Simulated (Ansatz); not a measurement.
# Fe (Im-3m) in Ansatz: further runs

One crystal, Fe, is run at these levels: r2SCAN+D4; tasks: single point, equation of state.

All numbers are computed with Ansatz 0.2.0; they aren't measurements. Logs are shortened: lines on timing, memory, paths and dates and some standing lists are left out, and cuts for length are marked.

**Experimental background.**

From “Pressure Induced Densification and Compression in a Reprocessed Borosilicate Glass”, 2018, pmc:5793612, for a bulk crystal of Fe: bulk modulus 166.4 GPa.

How close the calculation comes is told below.

## 1. The crystal as given

Symmetry: Im-3m, No. 229, cubic system. Conventional cell: a = 2.886 Å, b = 2.886 Å, c = 2.886 Å, α = 90.00°, β = 90.00°, γ = 90.00°. Around Fe (site symmetry m-3m) lie 8 Fe at 2.50 Å.

## 2. Single point, r2SCAN+D4, collinear spin, ferromagnetic start, 11.30 Å³/atom (volume scaled by 0.94)

Input file input.yaml:

```yaml
crystal:
  lattice:
    - [-1.4135427549, 1.4135427549, 1.4135427549]
    - [1.4135427549, -1.4135427549, 1.4135427549]
    - [1.4135427549, 1.4135427549, -1.4135427549]
  atoms:
    - { symbol: Fe, position: [0.0, 0.0, 0.0], spin: 3.0 }
hamiltonian:
  xc: r2scan
  pseudopotentials: { kind: paw }
  dispersion: d4
magnetization:
  spin_polarized: true
kpoints:
  mp_grid: { grid: [13, 13, 13] }
scf:
  occupations: { method: fermi_dirac, width: 0.05 }
output:
  forces: true
  stress: true
  eigenvalues: true
```

Potentials or basis: Ansatz PAW.

On the command line:

```bash
ansatz run input.yaml --threads 2 --pin off --max-ram 5120MiB --backend cpu --events-out ev --progress --plain --runs-dir out
```

What it wrote:

```text
Warning: RAYON_NUM_THREADS=2 ignored (pool sized by the plan → 2); use --threads N
Engine: ansatz 0.2.0, aarch64-unknown-linux-gnu
Pseudopotentials: kind: paw
Pseudopotential: Fe, paw, valence charge 16, recommended cutoff 500 eV (meta_gga), Fe.paw.azcp
Functional definition: r2SCAN
  parameter k0 = 0.174
  parameter k1 = 0.065
  parameter a1 = 4.9479
  exchange = r2scan_x(k0 = k0, k1 = k1, a1 = a1)
  correlation = r2scan_c
Crystal: 1 atoms, lattice volume = 11.298 Å³
Basis set: ecut = 500 eV, 321 PW (Γ), exchange–correlation on 72×72×72 points (64 copies of the dense FFT grid, shifted against one another)
Bands: 14, of which v1, the nominal top of the filled ones, is band 8 counted from 1 (7 counted from 0)
Symmetry: 48 space group operations
Space group: Im-3m (ITA 229), of the structure as read, at distance tolerance 2.2e-5 Å
Magnetic group: BNS 229.140 (UNI 1642), of the structure as read, at distance tolerance 2.2e-5 Å
k-points: 84 of 2197
Non-local potential: Fe, projectors of the file, l = 0: 3, l = 1: 2, l = 2: 3, l = 3: 1
PAW form: soft (Blöchl's): semilocal exchange-correlation on the pseudo side does not see the compensation charge
PAW frozen core: Fe, regenerated for the run's functional (the file was generated under x = pbe(κ = 0.804, μ = 0.2195149727645171), c = pbe(β = 0.06672455060314922))
PAW one-centre angular grid: Fe, 590 points (default); XC on 160 Gauss nodes
Initial density: superposition of atomic densities (chi_scale 0.1, normalization cell)
Starting moments: Σ|m| = 3 μB on 1 of 1 site
Initial wavefunctions: pseudopotential atomic-orbital guess
Functional: x = r2scan, c = r2scan; τ floored in thin density (d = 2e-4 eV/Å³)
SCF iter   1: F=—  HF=-4485.693190 eV  |F-HF|=—  |Δ(HF+E_count)|=         —  Δρ=8.53e-2 (↑4.16e-2 ↓8.53e-2)  dr2=1.15e0  dr2_τ=6.15e-3  dr2_m=7.91e-2  M=2.711 μB ∫|m|=2.798 μB  β_m=1.00  ethr=3.10e-3  ⟨swp⟩=4.9  Hψ=11727  notcnv=0
Mixer restart at iter 1: flushing history
preconditioner: auto → none  [metal: Δε(μ)=0.031 eV  Ē_g=15.687 eV  σ=0.050 eV  W_gap=0.15  n_scr=0 (ndim 8)  ℏωp=31.2 eV  f_vac=0.000  D(μ)=0.77/eV (n_scr^D=12)]
SCF iter   2: F=—  HF=-4485.461818 eV  |F-HF|=—  |Δ(HF+E_count)|=   2.31e-1  Δρ=3.00e-2 (↑3.00e-2 ↓1.54e-2)  dr2=1.86e-2  dr2_τ=3.57e-3  dr2_m=4.53e-2  M=2.675 μB ∫|m|=2.905 μB  β_m=1.00  ethr=3.10e-3  ⟨swp⟩=3.2  Hψ=5632  notcnv=0  defer=185  κ⁻¹=1.0e0(r=1)
SCF iter   3: F=—  HF=-4485.658837 eV  |F-HF|=—  |Δ(HF+E_count)|=         —  Δρ=1.02e-2 (↑1.02e-2 ↓6.42e-3)  dr2=6.64e-3  dr2_τ=2.70e-4  dr2_m=2.13e-3  M=2.662 μB ∫|m|=2.928 μB  β_m=1.00  ethr=1.16e-4  ⟨swp⟩=2.9  Hψ=4974  notcnv=0  defer=185
Mixer restart at iter 3: flushing history
SCF iter   4: F=—  HF=-4485.802410 eV  |F-HF|=—  |Δ(HF+E_count)|=   1.44e-1  Δρ=6.16e-3 (↑6.16e-3 ↓5.14e-3)  dr2=4.70e-3  dr2_τ=1.88e-4  dr2_m=1.23e-4  M=2.658 μB ∫|m|=2.939 μB  β_m=1.00  ethr=4.15e-5  ⟨swp⟩=2.6  Hψ=4523  notcnv=0  defer=185  κ⁻¹=1.0e0(r=1)
SCF iter   5: F=—  HF=-4485.930708 eV  |F-HF|=—  |Δ(HF+E_count)|=   1.28e-1  Δρ=4.18e-3 (↑3.38e-3 ↓4.18e-3)  dr2=2.97e-3  dr2_τ=8.88e-5  dr2_m=5.55e-5  M=2.650 μB ∫|m|=2.943 μB  β_m=1.00  ethr=2.94e-5  ⟨swp⟩=2.4  Hψ=4781  notcnv=0  defer=184  κ⁻¹=5.4e-2(r=2)
SCF iter   6: F=—  HF=-4486.006554 eV  |F-HF|=—  |Δ(HF+E_count)|=   7.58e-2  Δρ=1.79e-3 (↑1.79e-3 ↓1.29e-3)  dr2=5.93e-4  dr2_τ=9.66e-6  dr2_m=6.29e-5  M=2.640 μB ∫|m|=2.941 μB  β_m=1.00  ethr=1.85e-5  ⟨swp⟩=2.6  Hψ=4877  notcnv=0  defer=182  κ⁻¹=1.5e-2(r=3)
SCF iter   7: F=—  HF=-4486.007957 eV  |F-HF|=—  |Δ(HF+E_count)|=   1.40e-3  Δρ=9.59e-4 (↑6.83e-4 ↓9.59e-4)  dr2=1.47e-4  dr2_τ=1.86e-6  dr2_m=2.23e-5  M=2.638 μB ∫|m|=2.940 μB  β_m=1.00  ethr=3.71e-6  ⟨swp⟩=2.0  Hψ=3440  notcnv=0  defer=179  κ⁻¹=1.3e-2(r=4)
SCF iter   8: F=—  HF=-4486.007844 eV  |F-HF|=—  |Δ(HF+E_count)|=   1.13e-4  Δρ=1.44e-4 (↑1.44e-4 ↓1.04e-4)  dr2=1.49e-6  dr2_τ=8.69e-8  dr2_m=8.71e-7  M=2.638 μB ∫|m|=2.938 μB  β_m=1.00  ethr=9.16e-7  ⟨swp⟩=2.0  Hψ=4087  notcnv=0  defer=179  κ⁻¹=1.2e-3(r=5)
SCF iter   9: F=—  HF=-4486.007891 eV  |F-HF|=—  |Δ(HF+E_count)|=   4.73e-5  Δρ=8.56e-5 (↑8.56e-5 ↓3.13e-5)  dr2=3.79e-7  dr2_τ=1.03e-8  dr2_m=1.95e-7  M=2.637 μB ∫|m|=2.939 μB  β_m=1.00  ethr=9.28e-9  ⟨swp⟩=2.0  Hψ=3639  notcnv=0  defer=179  κ⁻¹=4.4e-5(r=6)
SCF iter  10: F=—  HF=-4486.007887 eV  |F-HF|=—  |Δ(HF+E_count)|=   3.43e-6  Δρ=4.05e-5 (↑4.05e-5 ↓3.14e-5)  dr2=7.89e-8  dr2_τ=4.71e-9  dr2_m=2.54e-8  M=2.637 μB ∫|m|=2.939 μB  β_m=1.00  ethr=2.37e-9  ⟨swp⟩=2.1  Hψ=3568  notcnv=0  defer=179  κ⁻¹=5.4e-6(r=7)
SCF iter  11: F=—  HF=-4486.007896 eV  |F-HF|=—  |Δ(HF+E_count)|=   8.12e-6  Δρ=2.43e-5 (↑2.43e-5 ↓1.78e-5)  dr2=9.49e-9  dr2_τ=7.82e-10  dr2_m=3.52e-8  M=2.637 μB ∫|m|=2.938 μB  β_m=1.00  ethr=4.93e-10  ⟨swp⟩=2.1  Hψ=3749  notcnv=0  defer=179  κ⁻¹=9.6e-7(r=8)
SCF iter  12: F=—  HF=-4486.007897 eV  |F-HF|=—  |Δ(HF+E_count)|=   1.02e-6  Δρ=5.71e-6 (↑5.71e-6 ↓4.18e-6)  dr2=6.42e-10  dr2_τ=7.14e-11  dr2_m=1.96e-9  M=2.637 μB ∫|m|=2.938 μB  β_m=1.00  ethr=5.93e-11  ⟨swp⟩=2.4  Hψ=3906  notcnv=0  defer=179  κ⁻¹=2.4e-7(r=8)
SCF iter  13: F=-4486.007897 eV  HF=-4486.007897 eV  |F-HF|=3.63e-10  |Δ(HF+E_count)|=   6.34e-8  Δρ=6.93e-6 (↑6.93e-6 ↓3.88e-6)  dr2=8.46e-9  dr2_τ=1.70e-11  dr2_m=2.44e-10  M=2.637 μB ∫|m|=2.938 μB  ethr=4.01e-12  ⟨swp⟩=5.0  Hψ=9219  notcnv=0
SCF 1 converged in 13 iterations: F = -4486.007897 eV  dr2 = 8.46e-9
this state was not tested for a lower state beside it, because the mixer in use, unlike msr1, does not test its closes by its own steps (another_mixer; see scf.mixing.algorithm and scf.lower_state_search)
SCF converged after 13 iterations
Magnetization: 2.6372 μB (9.3186 up, 6.6814 down)
Absolute magnetization: 2.9390 μB (∫|ρ↑−ρ↓|, with the PAW one-centre terms)
Spin contamination: 0.1134 ħ² per cell (⟨S²⟩ above its minimum at these occupations)
Per-site moments (μB) at R_I (Å): [(2.7791521659579326, 1.0099352464400433)]
Free energy (F): -4486.007897 eV
Harris-Foulkes:  -4486.007897 eV  (|F-HF|=3.63e-10)
Internal energy: -4486.002621 eV  (E = F + TS)
E sigma→0 (E₀):  -4486.005259 eV
Entropy (-TS):   -0.005276 eV (-5.276 meV/atom)
Fermi energy:    18.554229 eV
--- Per-component energies (eV) ---
  E_band       = -231.180565
  E_kinetic    = 349.878963
  E_local      = -2060.482946  (includes V_loc(G=0)·N_el)
  E_nonlocal   = 223.023454
  E_hartree    = 867.224828
  E_xc         = -113.326803
  E_vxc        = -168.227686  (∫ρ·V_xc dr)
  E_paw        = -1379.265662  (= ΣΔE_a)
  E_vpaw       = -321.915504  (= ΣTr[D̂ρ^β])
  E_aug_tail   = 0.000266  (compensation charges beyond the density's cutoff)
  E_vtau       = 12.098650  (kinetic-family band-sum trace: ∫τ·v_τ [+ j·A + Jᵃ·Aᵃ] dr)
  E_ewald      = -2372.644876
  E_disp       = -0.120370  (pairwise vdW)
  E_core_change = -0.289475  (= ΣΔE_core)
  E_smearing   = -0.005276  (= −TS)
  E_closure    = -0.000000  (closes the sum)
  Σ components = -4486.007897   (vs F -4486.007897, Δ=0.00e0)
--- Forces (eV/Å), atoms counted from 1 ---
  atom   1  Fe    -0.00000000    -0.00000000    -0.00000000
  max |Σ_I F_I| component: 1.60e-31 eV/Å
--- Stress (GPa, compression-positive) ---
        7.604380      -0.000000       0.000000
        0.000000       7.604380       0.000000
        0.000000       0.000000       7.604380
  P = ⅓ Tr σ = 7.6044 GPa (76.044 kbar)
--- Band table (eV; the first three rows and the last of 168) ---
  k-point 0 ↑: bands = ["-73.5159", "-37.9562", "-37.9562", "-37.9562", "9.8146", "15.5220", "15.5220", "15.5220", "16.8191", "16.8191", "43.9184", "43.9184", "43.9184", "49.5981"]
  k-point 1 ↑: bands = ["-73.5114", "-37.9807", "-37.9643", "-37.9561", "10.0689", "15.4567", "15.5191", "15.6555", "16.7554", "16.8244", "42.4812", "43.5919", "43.7828", "48.7213"]
  k-point 2 ↑: bands = ["-73.4987", "-38.0482", "-37.9869", "-37.9560", "10.7956", "15.2786", "15.4868", "16.0363", "16.6418", "16.8417", "39.3654", "42.3996", "43.4787", "46.4602"]
  k-point 83 ↓: bands = ["-69.0767", "-34.0284", "-34.0230", "-34.0230", "15.7273", "15.7671", "21.6978", "21.6978", "21.8217", "28.4454", "29.4588", "29.4588", "36.0032", "36.5048"]
```

Wall time 4 s (2 threads of Arm Neoverse V1, shared host); peak memory 0.31 GiB.

Results:

| Property | Result |
| --- | --- |
| Free energy | -4486.0079 eV |
| Pressure | 7.6 GPa |
| Band gap on the k mesh | none (metal or under the smearing width) |
| Net moment | 2.64 μB per cell |
| Absolute moment | 2.94 μB per cell |
| Site moments | Fe +2.78 μB |

Caveat: the magnetic or orbital state may not be the lowest; pairwise dispersion overbinds metals, which lowers pressure and volume; the PAW data sets come from PBE, with cores solved anew for the run's functional, which leaves a small shift of forces and pressure.

## 3. Single point, r2SCAN+D4, collinear spin, ferromagnetic start, 11.54 Å³/atom (volume scaled by 0.96)

Edit input.yaml of step 2 so:

```diff
@@ -2,5 +2,5 @@
   lattice:
-    - [-1.4135427549, 1.4135427549, 1.4135427549]
-    - [1.4135427549, -1.4135427549, 1.4135427549]
-    - [1.4135427549, 1.4135427549, -1.4135427549]
+    - [-1.4234976093, 1.4234976093, 1.4234976093]
+    - [1.4234976093, -1.4234976093, 1.4234976093]
+    - [1.4234976093, 1.4234976093, -1.4234976093]
   atoms:
```

Potentials or basis: Ansatz PAW.

On the command line:

```bash
ansatz run input.yaml --threads 2 --pin off --max-ram 5120MiB --backend cpu --events-out ev --progress --plain --runs-dir out
```

It took 4.1 s on 2 threads of Arm Neoverse V1, shared host; peak memory 0.31 GiB.

It converged, with:

| Property | Result |
| --- | --- |
| Free energy | -4486.0157 eV |
| Pressure | 2.9 GPa |
| Band gap on the k mesh | none (metal or under the smearing width) |
| Net moment | 2.65 μB per cell |
| Absolute moment | 2.96 μB per cell |
| Site moments | Fe +2.79 μB |

Caveat: the magnetic or orbital state may not be the lowest; pairwise dispersion overbinds metals, which lowers pressure and volume; the PAW data sets come from PBE, with cores solved anew for the run's functional, which leaves a small shift of forces and pressure.

## 4. Single point, r2SCAN+D4, collinear spin, ferromagnetic start, 11.78 Å³/atom (volume scaled by 0.98)

Edit input.yaml of step 3 so:

```diff
@@ -2,5 +2,5 @@
   lattice:
-    - [-1.4234976093, 1.4234976093, 1.4234976093]
-    - [1.4234976093, -1.4234976093, 1.4234976093]
-    - [1.4234976093, 1.4234976093, -1.4234976093]
+    - [-1.4333151444, 1.4333151444, 1.4333151444]
+    - [1.4333151444, -1.4333151444, 1.4333151444]
+    - [1.4333151444, 1.4333151444, -1.4333151444]
   atoms:
```

On the command line:

```bash
ansatz run input.yaml --threads 2 --pin off --max-ram 5120MiB --backend cpu --events-out ev --progress --plain --runs-dir out
```

It took 4 s on 2 threads of Arm Neoverse V1, shared host; peak memory 0.33 GiB.

Results (log left out):

- Free energy: -4486.0167 eV
- Pressure: -1.5 GPa
- Band gap on the k mesh: none (metal or under the smearing width)
- Net moment: 2.65 μB per cell
- Absolute moment: 2.98 μB per cell
- Site moments: Fe +2.80 μB

Caveat: the magnetic or orbital state may not be the lowest; pairwise dispersion overbinds metals, which lowers pressure and volume; the PAW data sets come from PBE, with cores solved anew for the run's functional, which leaves a small shift of forces and pressure.

## 5. Single point, r2SCAN+D4, collinear spin, ferromagnetic start, 12.02 Å³/atom

Edit input.yaml of step 4 so:

```diff
@@ -2,5 +2,5 @@
   lattice:
-    - [-1.4333151444, 1.4333151444, 1.4333151444]
-    - [1.4333151444, -1.4333151444, 1.4333151444]
-    - [1.4333151444, 1.4333151444, -1.4333151444]
+    - [-1.443, 1.443, 1.443]
+    - [1.443, -1.443, 1.443]
+    - [1.443, 1.443, -1.443]
   atoms:
```

On the command line:

```bash
ansatz run input.yaml --threads 2 --pin off --max-ram 5120MiB --backend cpu --events-out ev --progress --plain --runs-dir out
```

Wall time 4.1 s (2 threads of Arm Neoverse V1, shared host); peak memory 0.33 GiB.

The run converged. Its results:

| Quantity | Value |
| --- | --- |
| Free energy | -4486.0115 eV |
| Pressure | -5.4 GPa |
| Band gap on the k mesh | none (metal or under the smearing width) |
| Net moment | 2.65 μB per cell |
| Absolute moment | 3.00 μB per cell |
| Site moments | Fe +2.82 μB |

Caveat: the magnetic or orbital state may not be the lowest; pairwise dispersion overbinds metals, which lowers pressure and volume; the PAW data sets come from PBE, with cores solved anew for the run's functional, which leaves a small shift of forces and pressure.

## 6. Single point, r2SCAN+D4, collinear spin, ferromagnetic start, 12.26 Å³/atom (volume scaled by 1.02)

Edit input.yaml of step 5 so:

```diff
@@ -2,5 +2,5 @@
   lattice:
-    - [-1.443, 1.443, 1.443]
-    - [1.443, -1.443, 1.443]
-    - [1.443, 1.443, -1.443]
+    - [-1.4525565699, 1.4525565699, 1.4525565699]
+    - [1.4525565699, -1.4525565699, 1.4525565699]
+    - [1.4525565699, 1.4525565699, -1.4525565699]
   atoms:
```

Potentials or basis: Ansatz PAW.

On the command line:

```bash
ansatz run input.yaml --threads 2 --pin off --max-ram 5120MiB --backend cpu --events-out ev --progress --plain --runs-dir out
```

It took 4.1 s on 2 threads of Arm Neoverse V1, shared host; peak memory 0.33 GiB.

The run converged. Its results:

| Quantity | Value |
| --- | --- |
| Free energy | -4486.0009 eV |
| Pressure | -8.6 GPa |
| Band gap on the k mesh | none (metal or under the smearing width) |
| Net moment | 2.66 μB per cell |
| Absolute moment | 3.02 μB per cell |
| Site moments | Fe +2.83 μB |

Caveat: the magnetic or orbital state may not be the lowest; pairwise dispersion overbinds metals, which lowers pressure and volume; the PAW data sets come from PBE, with cores solved anew for the run's functional, which leaves a small shift of forces and pressure.

## 7. Single point, r2SCAN+D4, collinear spin, ferromagnetic start, 12.50 Å³/atom (volume scaled by 1.04)

Edit input.yaml of step 6 so:

```diff
@@ -2,5 +2,5 @@
   lattice:
-    - [-1.4525565699, 1.4525565699, 1.4525565699]
-    - [1.4525565699, -1.4525565699, 1.4525565699]
-    - [1.4525565699, 1.4525565699, -1.4525565699]
+    - [-1.4619890197, 1.4619890197, 1.4619890197]
+    - [1.4619890197, -1.4619890197, 1.4619890197]
+    - [1.4619890197, 1.4619890197, -1.4619890197]
   atoms:
```

On the command line:

```bash
ansatz run input.yaml --threads 2 --pin off --max-ram 5120MiB --backend cpu --events-out ev --progress --plain --runs-dir out
```

It took 4.2 s on 2 threads of Arm Neoverse V1, shared host; peak memory 0.33 GiB.

The run converged. Its results:

| Item | Value |
| --- | --- |
| Free energy | -4485.9857 eV |
| Pressure | -11.6 GPa |
| Band gap on the k mesh | none (metal or under the smearing width) |
| Net moment | 2.67 μB per cell |
| Absolute moment | 3.04 μB per cell |
| Site moments | Fe +2.84 μB |

Caveat: the magnetic or orbital state may not be the lowest; pairwise dispersion overbinds metals, which lowers pressure and volume; the PAW data sets come from PBE, with cores solved anew for the run's functional, which leaves a small shift of forces and pressure.

## 8. Single point, r2SCAN+D4, collinear spin, ferromagnetic start, 12.74 Å³/atom (volume scaled by 1.06)

Edit input.yaml of step 7 so:

```diff
@@ -2,5 +2,5 @@
   lattice:
-    - [-1.4619890197, 1.4619890197, 1.4619890197]
-    - [1.4619890197, -1.4619890197, 1.4619890197]
-    - [1.4619890197, 1.4619890197, -1.4619890197]
+    - [-1.4713013028, 1.4713013028, 1.4713013028]
+    - [1.4713013028, -1.4713013028, 1.4713013028]
+    - [1.4713013028, 1.4713013028, -1.4713013028]
   atoms:
```

On the command line:

```bash
ansatz run input.yaml --threads 2 --pin off --max-ram 5120MiB --backend cpu --events-out ev --progress --plain --runs-dir out
```

Wall time 4.2 s (2 threads of Arm Neoverse V1, shared host); peak memory 0.33 GiB.

It converged, with:

| Property | Result |
| --- | --- |
| Free energy | -4485.9662 eV |
| Pressure | -14.3 GPa |
| Band gap on the k mesh | none (metal or under the smearing width) |
| Net moment | 2.67 μB per cell |
| Absolute moment | 3.06 μB per cell |
| Site moments | Fe +2.86 μB |

Caveat: the magnetic or orbital state may not be the lowest; pairwise dispersion overbinds metals, which lowers pressure and volume; the PAW data sets come from PBE, with cores solved anew for the run's functional, which leaves a small shift of forces and pressure.

## 9. Equation of state, r2SCAN+D4, collinear spin, ferromagnetic start

Potentials or basis: Ansatz PAW.

No new run: the results of the series are fitted here.

What came out:

```yaml
Equilibrium_volume: 11.69 Å³/atom
Bulk_modulus: 207 GPa
Pressure_derivative_of_the_bulk_modulus: 5.2
```

Energy against volume, from the lowest point:
```csv
volume (Å³/atom),energy (meV/atom)
11.298,8.79
11.538,0.96
11.778,0.00
12.019,5.23
12.259,15.79
12.499,31.00
12.740,50.45
```

Caveat: the magnetic or orbital state may not be the lowest; the PAW data sets were made with another functional, which shifts forces and pressure a little.

## 10. Against experiment

Step 9. Against the measured bulk modulus of Fe, 166.4 GPa (quoted in “Pressure Induced Densification and Compression in a Reprocessed Borosilicate Glass”, 2018, pmc:5793612), the calculated 207 GPa is off by +24.3 %. The fit is for a static lattice scaled at fixed shape and fixed fractional positions.
